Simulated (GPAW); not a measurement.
# InP (Fm-3m) in GPAW: convergence with basis set

Aim: find how far basis set must go before the results for InP settle, at RPBE. This setting moves, with any that are tied to it; all else stays.

Everything below comes from runs of GPAW 26.7.0. Logs are shortened: lines on timing, memory, paths and dates and some standing lists are left out, and cuts for length are marked. The log counts tension as positive stress, the text compression.

**1. The structure**

The structure is cubic, space group Fm-3m (No. 225). Conventional cell: a = 5.538 Å, b = 5.538 Å, c = 5.538 Å, α = 90.00°, β = 90.00°, γ = 90.00°. In (site symmetry m-3m) has 6 P at 2.77 Å as nearest neighbours. P (site symmetry m-3m) has 6 In at 2.77 Å as nearest neighbours.

Measurements of this composition are mostly on another form, of space group No. 216.

**2. With basis set lcao:sz(dzp)**

File run.py:

```python
from ase.dft.bandgap import bandgap
from ase.io import read, write
from gpaw import GPAW

atoms = read('InP.xyz')

calc = GPAW(mode='lcao',
            h=0.16,
            basis='sz(dzp)',
            xc='RPBE',
            kpts={'size': (8, 8, 8), 'gamma': True},
            occupations={'name': 'fermi-dirac', 'width': 0.05},
            convergence={'density': 1e-05, 'energy': 1e-05},
            maxiter=100,
            txt='gpaw.txt')
atoms.calc = calc
energy = atoms.get_potential_energy()
forces = atoms.get_forces()
calc.write('gs.gpw')
write('result.traj', atoms)
print(f'Energy: {energy:.6f} eV')
print('Forces (eV/A):')
print(forces.round(4))
print('Fermi level:', round(calc.get_fermi_level(), 4), 'eV')
print(f'Gap: {bandgap(calc)[0]:.4f} eV, direct: {bandgap(calc, direct=True)[0]:.4f} eV')
```

File InP.xyz:

```xyz
2
Lattice="0.0000000000 2.7688340000 2.7688340000 2.7688340000 0.0000000000 2.7688340000 2.7688340000 2.7688340000 0.0000000000" Properties=species:S:1:pos:R:3 pbc="T T T"
In     0.0000000000      0.0000000000      0.0000000000
P      2.7688340000      2.7688340000      2.7688340000
```

Potentials or basis: the program's PAW data sets (release 1.2.1) made for this functional, lcao:sz(dzp).

Command:

```bash
$ OMP_NUM_THREADS=1 python run.py
```

gpaw.txt:

```text
__  _  _
 | _ |_)|_||  |
 |__||  | ||/\| - 26.7.0

Input parameters:
  mode=LCAO(),
  basis={'default': 'sz(dzp)'},
  convergence={'density': 1e-05, 'energy': 1e-05},
  h=0.16,
  kpts=MonkhorstPack(size=(8, 8, 8), gamma=True),
  maxiter=100,
  occupations=Occupations(name='fermi-dirac', width=0.05),
  xc=XC(name='RPBE')

                P

       In

Atoms  # Å, Bohr magnetons
|   | symbol |        x |        y |        z |    initial magnetic moments |
|---|--------|----------|----------|----------|-----------------------------|
| 0 |     In | 0.000000 | 0.000000 | 0.000000 | ( 0.0000,  0.0000,  0.0000) |
| 1 |      P | 2.768834 | 2.768834 | 2.768834 | ( 0.0000,  0.0000,  0.0000) |

Unit cell  # Å
| periodic |        x |        y |        z |  lengths |    angles |
|----------|----------|----------|----------|----------|-----------|
|      yes | 0.000000 | 2.768834 | 2.768834 | 3.915723 | 60.000000 |
|      yes | 2.768834 | 0.000000 | 2.768834 | 3.915723 | 60.000000 |
|      yes | 2.768834 | 2.768834 | 0.000000 | 3.915723 | 60.000000 |

Number of symmetries: 48
Symmetry operations  # r_c * U_cc + t_c -> r_c
|    | kind |            matrix            |
|----|------|------------------------------|
|  0 |  σ   |  1, 0, 0,  1, 0,-1,  1,-1, 0 |
|  1 |  C2  |  1, 0, 0,  1,-1, 0,  1, 0,-1 |
|  2 |  E   |  1, 0, 0,  0, 1, 0,  0, 0, 1 |
|  3 |  σ   |  1, 0, 0,  0, 0, 1,  0, 1, 0 |
|  4 |  C4  |  1, 0,-1,  1, 0, 0,  1,-1, 0 |
|  5 |  S6  |  1, 0,-1,  1,-1, 0,  1, 0, 0 |
|  6 |  σ   |  1, 0,-1,  0, 1,-1,  0, 0,-1 |
|  7 |  C3  |  1, 0,-1,  0, 0,-1,  0, 1,-1 |
|  8 |  S6  |  1,-1, 0,  1, 0, 0,  1, 0,-1 |
|  9 |  C4  |  1,-1, 0,  1, 0,-1,  1, 0, 0 |
| 10 |  C3  |  1,-1, 0,  0,-1, 1,  0,-1, 0 |
| 11 |  σ   |  1,-1, 0,  0,-1, 0,  0,-1, 1 |
| 12 |  σ   |  0, 1, 0,  1, 0, 0,  0, 0, 1 |
| 13 |  C4  |  0, 1, 0,  0, 1,-1, -1, 1, 0 |
| 14 |  C3  |  0, 1, 0,  0, 0, 1,  1, 0, 0 |
| 15 |  S6  |  0, 1, 0, -1, 1, 0,  0, 1,-1 |
| 16 |  C2  |  0, 1,-1,  1, 0,-1,  0, 0,-1 |
[... 17 lines left out ...]
| 34 |  S4  |  0,-1, 0,  0,-1, 1,  1,-1, 0 |
| 35 |  C2  |  0,-1, 0, -1, 0, 0,  0, 0,-1 |
| 36 |  C2  | -1, 1, 0,  0, 1, 0,  0, 1,-1 |
| 37 |  S6  | -1, 1, 0,  0, 1,-1,  0, 1, 0 |
| 38 |  S4  | -1, 1, 0, -1, 0, 1, -1, 0, 0 |
| 39 |  C3  | -1, 1, 0, -1, 0, 0, -1, 0, 1 |
[... 336 lines left out ...]
  Good broyden scale: 1.0
  Trust region scale: 1.0
  Backstep threshold: 4.0
  History deletion threshold: 6.0
  Fourier metric: weight=20.0, sigma=0.015

occupation numbers:
  Fermi-Dirac:
    width: 0.0500  # eV

FastPoissonSolver using
    Stencil: 12*3+1=37 point O(h^6) finite-difference Laplacian
    FFT axes: [np.int64(0), np.int64(1), np.int64(2)]
    FST axes: []

xc functional:
  name: RPBE with 2 nearest neighbor stencil
interpolation: tri-quintic # 5. degree polynomial

convergence criteria:
- Maximum integral of absolute [dens]ity change: 1e-05 electrons / valence electron
- Maximum [total energy] change in last 3 cyles: 1e-05 eV / valence electron
- Maximum integral of absolute [eigenst]ate change: 4e-08 eV^2 / valence electron
maximum number of iterations: 100

SCF iterations
|iter     | |      energy | eigst |  dens |
|---------|-|-------------|-------|-------|
|iter:   1| |   -6.185481 |      c|       |
|iter:   2| |   -6.150229 |      c| -1.21 |
|iter:   3| |   -6.000312 |      c| -1.24 |
|iter:   4| |   -5.999562 |      c| -1.98 |
|iter:   5| |   -5.999423 |      c| -2.39 |
|iter:   6| |   -5.999424c|      c| -4.55 |
|iter:   7| |   -5.999424c|      c| -5.00 |
|iter:   8| |   -5.999424c|      c| -6.58c|

Converged in 8 steps
Energy contributions relative to reference atoms: (reference = -169290.707259)

Energy contributions:
  Kinetic:          52.749971
  Coulomb:         -46.694412
  Zero:              0.090108
  External:          0.000000
  Xc:              -12.142028
  Entropy:          -0.006125
  Spinorbit:         0.000000
  ----------------------------
  Free energy:      -6.002486
  Extrapolated:     -5.999424

dipole moment: (-18.324777, -18.324777, -18.324777)  # |e|*Ang

Fermi level: 7.222
Eigenvalues  # (at kpt = [0.000, 0.000, 0.000])
| band index |      eig [eV] | occ [0-2] |
|------------|---------------|-----------|
|          0 |        -6.705 |     2.000 |
|          1 |        -6.705 |     2.000 |
|          2 |        -6.677 |     2.000 |
|          3 |        -6.677 |     2.000 |
|          4 |        -6.676 |     2.000 |
|          5 |        -5.071 |     2.000 |
|          6 |         6.770 |     2.000 |
|          7 |         6.770 |     2.000 |
|          8 |         6.770 |     2.000 |
|          9 |         7.631 |     0.001 |
|         10 |        15.910 |     0.000 |
|         11 |        15.910 |     0.000 |
|         12 |        15.910 |     0.000 |

No gap
No difference between direct/indirect transitions

Forces  # eV/Ang
|        x |        y |        z |
|----------|----------|----------|
| -0.00000 | -0.00000 | -0.00000 |  # In   0
| -0.00000 |  0.00000 |  0.00000 |  # P    1

# Writing to gs.gpw (mode='')
```

stdout:

```text
Energy: -5.999424 eV
Forces (eV/A):
[[-0. -0. -0.]
 [-0.  0.  0.]]
Fermi level: 7.2224 eV
Gap: 0.0000 eV, direct: 0.0000 eV
```

Wall time 80 s (1 thread of Intel Xeon Platinum 8259CL at 2.50GHz (Skylake/Cascade Lake), shared host); peak memory 0.18 GiB.

What came out:

```
Free energy            : -6.0025 eV
Band gap on the k mesh : none (metal or under the smearing width)
```

**3. With basis set lcao:szp(dzp)**

run.py: that of step 2 with these lines changed.

```diff
@@ -8,3 +8,3 @@
             h=0.16,
-            basis='sz(dzp)',
+            basis='szp(dzp)',
             xc='RPBE',
```

InP.xyz is that of step 2.

Potentials or basis: the program's PAW data sets (release 1.2.1) made for this functional, lcao:szp(dzp).

Command:

```bash
$ OMP_NUM_THREADS=1 python run.py
```

It took 5 min on 1 thread of Intel Xeon Platinum 8259CL at 2.50GHz (Skylake/Cascade Lake), shared host; peak memory 0.2 GiB.

What came out:

```
Free energy            : -6.6569 eV
Band gap on the k mesh : none (metal or under the smearing width)
```

**4. With basis set lcao:dz(dzp)**

run.py: that of step 3 with these lines changed.

```diff
@@ -8,3 +8,3 @@
             h=0.16,
-            basis='szp(dzp)',
+            basis='dz(dzp)',
             xc='RPBE',
```

InP.xyz is that of step 3.

Potentials or basis: the program's PAW data sets (release 1.2.1) made for this functional, lcao:dz(dzp).

Command:

```bash
$ OMP_NUM_THREADS=1 python run.py
```

Run time: 94 s. Hardware: 1 thread of Intel Xeon Platinum 8259CL at 2.50GHz (Skylake/Cascade Lake), shared host; peak memory 0.18 GiB.

What came out:

```yaml
Free_energy: -6.4925 eV
Band_gap_on_the_k_mesh: none (metal or under the smearing width)
```

**5. With basis set lcao:dzp**

run.py: that of step 4 with these lines changed.

```diff
@@ -8,3 +8,3 @@
             h=0.16,
-            basis='dz(dzp)',
+            basis='dzp',
             xc='RPBE',
```

InP.xyz is that of step 4.

Potentials or basis: the program's PAW data sets (release 1.2.1) made for this functional, lcao:dzp.

Command:

```bash
$ OMP_NUM_THREADS=1 python run.py
```

Wall time 6 min (1 thread of Intel Xeon Platinum 8259CL at 2.50GHz (Skylake/Cascade Lake), shared host); peak memory 0.2 GiB.

The run converged. Its results:

* Free energy: -6.9092 eV
* Band gap on the k mesh: none (metal or under the smearing width)

**6. With basis set fd**

run.py: that of step 5 with these lines changed.

```diff
@@ -6,5 +6,4 @@
 
-calc = GPAW(mode='lcao',
+calc = GPAW(mode='fd',
             h=0.16,
-            basis='dzp',
             xc='RPBE',
@@ -12,2 +11,3 @@
             occupations={'name': 'fermi-dirac', 'width': 0.05},
+            nbands=18,
             convergence={'density': 1e-05, 'energy': 1e-05},
```

InP.xyz is that of step 5.

Potentials or basis: the program's PAW data sets (release 1.2.1) made for this functional, fd.

Command:

```bash
$ OMP_NUM_THREADS=1 python run.py
```

It took 74 s on 1 thread of Intel Xeon Platinum 8259CL at 2.50GHz (Skylake/Cascade Lake), shared host; peak memory 0.26 GiB.

The run converged. Its results:

```
Free energy            : -7.4382 eV
Band gap on the k mesh : none (metal or under the smearing width)
```

**7. With basis set pw**

run.py: that of step 6 with these lines changed.

```diff
@@ -2,3 +2,4 @@
 from ase.io import read, write
-from gpaw import GPAW
+from ase.units import GPa
+from gpaw import GPAW, PW
 
@@ -6,4 +7,3 @@
 
-calc = GPAW(mode='fd',
-            h=0.16,
+calc = GPAW(mode=PW(600),
             xc='RPBE',
@@ -18,2 +18,3 @@
 forces = atoms.get_forces()
+stress = atoms.get_stress()
 calc.write('gs.gpw')
@@ -23,2 +24,3 @@
 print(forces.round(4))
+print('Stress (GPa):', (stress / GPa).round(3))
 print('Fermi level:', round(calc.get_fermi_level(), 4), 'eV')
```

InP.xyz is that of step 6.

Potentials or basis: the program's PAW data sets (release 1.2.1) made for this functional, pw.

Command:

```bash
$ OMP_NUM_THREADS=1 python run.py
```

Run time: 24 s. Hardware: 1 thread of Intel Xeon Platinum 8259CL at 2.50GHz (Skylake/Cascade Lake), shared host; peak memory 0.16 GiB.

The run converged. Its results:

| Property | Result |
| --- | --- |
| Free energy | -7.3920 eV |
| Pressure | 1.5 GPa |
| Band gap on the k mesh | none (metal or under the smearing width) |

**8. Summary**

```csv
basis set,"energy less the tightest run, at zero smearing (meV/atom)",SCF cycles,CPU time (s),peak memory (GiB)
lcao:sz(dzp),693.63,8,80,0.18
lcao:szp(dzp),367.42,9,300,0.2
lcao:dz(dzp),448.86,8,94,0.18
lcao:dzp,241.29,9,360,0.2
fd,-23.13,11,74,0.26
pw,0.00,9,24,0.16
```

Not settled before the last step: the energy (to 1 meV/atom). The tightest run that finished is the yardstick and may itself not be fully converged.
